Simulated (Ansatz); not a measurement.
# VO2: pressure against volume

VO2, P4_2/mnm, a = 4.541 Å, c = 2.830 Å. The compound has several low-lying forms, and this is one of them. Ansatz: r2SCAN, PAW, 500 eV, Γ-centred 8×8×12 mesh on 6 atoms, Gaussian smearing 0.10 eV; collinear spin, largest moment 0.9 μB. Shape and atoms are relaxed at each volume; pressure is positive in compression.

| V (Å³/atom) | P (GPa) |
| --- | --- |
| 9.141 | ? |
| 9.432 | 8.12 |
| 9.724 | 0.00 |
| 10.016 | -6.53 |
| 10.307 | -11.59 |

Q: Take V0 = 9.724 Å³/atom, fit the third-order Birch–Murnaghan form to the other rows, and predict the missing pressure.

A: With the Eulerian strain f = ½[(V0/V)^(2/3) − 1] and y = P/[3f(1 + 2f)^(5/2)], the form is the line y = B0 + 1.5 B0 (B0′ − 4) f. Rows (f, y): 0.01027, 250.5; -0.00977, 234.1; -0.01904, 223.6. Means f = -0.006180, y = 236.07; Σ(Δf)² = 0.0004489, ΣΔfΔy = 0.4048; the slope is their ratio. y = 241.6 + 901.8 f GPa, so B0 = 241.6 GPa and B0′ = 4 + 2 × (901.8)/(3 × 241.6) = 6.49. At V = 9.141, f = 0.02104, y = 260.57 and P = 18.23 GPa. The run gave 17.85 GPa, so the fit is 0.38 GPa too high, 1.3 % of the span of the series, against an rms of 0.03 GPa on the fitted rows. The row lies outside the fitted range. The records show no cause, and too few rows are left to test a further term.

The state reached may not be the lowest one. Moments started parallel, and an antiferromagnetic order may lie lower.

Cost: 5 runs of about 27 core-minutes in all, on Arm Neoverse V2 (shared hosts).